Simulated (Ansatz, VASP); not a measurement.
**Pb: VASP beside Ansatz**

```
CELL_PARAMETERS angstrom
0.00000 2.51522 2.51522
2.51522 0.00000 2.51522
2.51522 2.51522 0.00000
ATOMIC_POSITIONS crystal
Pb 0.00000 0.00000 0.00000
```

Alike in both runs: functional PBE; k mesh 13 × 13 × 13; occupations fermi-dirac, width 0.05 eV; no spin polarisation.

Ansatz relaxed the structure, and its values are those at the end. VASP's run is a single point on that final structure, the one shown.

```csv
,VASP,Ansatz
version,VASP 6.6.1,Ansatz 0.2.0
potentials or method,"VASP PAW PBE potentials, release 64 (Pb_d)","PAW with Ansatz's default frozen-core files, scalar-relativistic"
plane-wave cutoff (eV),520,420
valence electrons in the cell,14,14
```

```tsv
	VASP	Ansatz	Ansatz less VASP
pressure (GPa)	0.2	0.2	+0.06
```

Spin-orbit coupling is left out, which matters for the levels of Pb.
